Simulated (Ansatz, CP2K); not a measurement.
This is a calculation of Rb for CP2K 2026.2. 

The input rb_scf.inp:

```
&GLOBAL
  PROJECT rb_scf
  RUN_TYPE ENERGY_FORCE
  PRINT_LEVEL LOW
&END GLOBAL
&FORCE_EVAL
  METHOD QS
  STRESS_TENSOR ANALYTICAL
  &DFT
    BASIS_SET_FILE_NAME BASIS_MOLOPT_UZH
    POTENTIAL_FILE_NAME POTENTIAL_UZH
    &MGRID
      CUTOFF 450
      REL_CUTOFF 60
      NGRIDS 4
    &END MGRID
    &QS
      METHOD GPW
      EPS_DEFAULT 1.0E-10
    &END QS
    &KPOINTS
      SCHEME MONKHORST-PACK 7 7 7
      GAMMA_CENTERED T
      SYMMETRY T
      SYMMETRY_BACKEND SPGLIB
    &END KPOINTS
    &SCF
      SCF_GUESS ATOMIC
      EPS_SCF 1.0E-6
      MAX_SCF 100
      ADDED_MOS 8
      CHOLESKY OFF
      EPS_EIGVAL 1.0E-7
      &DIAGONALIZATION ON
        ALGORITHM STANDARD
      &END DIAGONALIZATION
      &MIXING ON
        METHOD BROYDEN_MIXING
        ALPHA 0.4
        BETA 1.5
        NBUFFER 8
      &END MIXING
      &SMEAR ON
        METHOD GAUSSIAN
        SIGMA [eV] 0.02
      &END SMEAR
    &END SCF
    &XC
      &XC_FUNCTIONAL PBE
      &END XC_FUNCTIONAL
    &END XC
    &PRINT
      &KPOINTS ON
      &END KPOINTS
      &MULLIKEN ON
      &END MULLIKEN
      &MO ON
        ENERGIES T
        OCCUPATION_NUMBERS T
        &EACH
          QS_SCF 0
        &END EACH
        ADD_LAST NUMERIC
      &END MO
      &E_DENSITY_CUBE ON
        STRIDE 1
      &END E_DENSITY_CUBE
      &V_HARTREE_CUBE ON
        STRIDE 1
      &END V_HARTREE_CUBE
      &ELF_CUBE ON
        STRIDE 1
      &END ELF_CUBE
    &END PRINT
  &END DFT
  &SUBSYS
    &CELL
      A 4.8540723900 0.0000000000 0.0000000000
      B -1.6180241296 4.5764633379 0.0000000000
      C -1.6180241296 -2.2882316682 3.9633335106
      PERIODIC XYZ
    &END CELL
    &COORD
      Rb  0.0000000000 0.0000000000 0.0000000000
    &END COORD
    &KIND Rb
      BASIS_SET TZVP-MOLOPT-PBE-GTH-q9
      POTENTIAL GTH-PBE-q9
    &END KIND
    &PRINT
      &ATOMIC_COORDINATES ON
      &END ATOMIC_COORDINATES
      &CELL ON
      &END CELL
    &END PRINT
  &END SUBSYS
  &PRINT
    &FORCES ON
    &END FORCES
    &STRESS_TENSOR ON
    &END STRESS_TENSOR
  &END PRINT
&END FORCE_EVAL
```

Potentials or basis: POTENTIAL_UZH Rb GTH-PBE-q9; TZVP-MOLOPT-PBE-GTH basis.

The run is started by

```console
$ OMP_NUM_THREADS=1 cp2k.psmp -i rb_scf.inp -o rb_scf.out
```

Question: Set up the same calculation for Ansatz 0.2.0. Potentials or basis there: Ansatz PAW, cutoff 420 eV.

Answer: As run (cutoffs and basis follow the program's own potentials, and thresholds, step limits or extra output files can differ):

input.yaml

```yaml
crystal:
  lattice:
    - [4.85407239, 0.0, 0.0]
    - [-1.6180241296, 4.5764633379, 0.0]
    - [-1.6180241296, -2.2882316682, 3.9633335106]
  atoms:
    - { symbol: Rb, position: [0.0, 0.0, 0.0] }
hamiltonian:
  xc: pbe
  pseudopotentials: { kind: paw }
kpoints:
  mp_grid: { grid: [7, 7, 7] }
scf:
  occupations: { method: gaussian, width: 0.02 }
output:
  forces: true
  stress: true
  eigenvalues: true
```

Potentials or basis: Ansatz PAW.

Run with:

```sh
$ ansatz run input.yaml --threads 1 --pin off --max-ram 3584MiB --backend cpu --events-out ev --progress --plain --runs-dir out
```

Both were run:

|  | CP2K | Ansatz |
| --- | --- | --- |
| Pressure | 0.1 GPa | 0.1 GPa |

Ansatz's pressure holds a Pulay term of +0.00 GPa for its cutoff of 420 eV, which the other run lacks.

Where Ansatz's input types no cutoff or centring, it takes its own default and a Γ-centred mesh.

The two runs disagree by more than potentials and bases usually give (in gap, levels, pressure or energy); the cause wasn't traced.

Pressure is positive in compression.
